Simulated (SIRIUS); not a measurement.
The system is WC (Qusongite).

```
CELL_PARAMETERS angstrom
2.90650 0.00000 0.00000
-1.45325 2.51710 0.00000
0.00000 0.00000 2.83660
ATOMIC_POSITIONS crystal
W 0.00000 0.00000 0.00000
C 0.66667 0.33333 0.50000
```

- Program: SIRIUS 7.12.0
- Task: relaxation of cell and atoms
- Functional: PBEsol
- Dispersion: D3
- Potentials or basis: PseudoDojo 0.4.1 PBE standard (scalar relativistic)
- Cutoff: 1127 eV
- Density cutoff: 4507 eV
- k mesh: 5 × 5 × 5
- Occupations: fermi-dirac, width 0.05 eV
- Spin: no spin polarisation

At the start: pressure -5.8 GPa; volume 10.38 Å³/atom.

Q: Where does the relaxation end?

A: Over 3 steps the energy falls by 2.7 meV/atom and the volume is 10.23 Å³/atom (-1.4 %); space group P-6m2 (No. 187, to 0.05 Å).

The path:
| step | energy change (eV) | largest force (eV/Å) | pressure (GPa) | volume (Å³) |
| --- | --- | --- | --- | --- |
| 1 | 0.0000 | 0.0000 | -5.83 | 20.75 |
| 2 | -0.0045 | 0.0000 | -2.55 | 20.59 |
| 3 | -0.0055 | 0.0000 | 0.05 | 20.46 |

Final structure:
```xyz
2
Lattice="2.8948 0.0000 0.0000 -1.4474 2.5070 0.0000 0.0000 0.0000 2.8189" Properties=species:S:1:pos:R:3 pbc="T T T"
W     0.0000    0.0000    0.0000
C     1.4474    0.8357    1.4095
```

Caveat: the k mesh is coarse (spacing up to 0.50 Å⁻¹), so the values aren't converged; the potentials were made for another functional, which shifts forces and pressure; pairwise dispersion overbinds metals, which lowers pressure and volume.
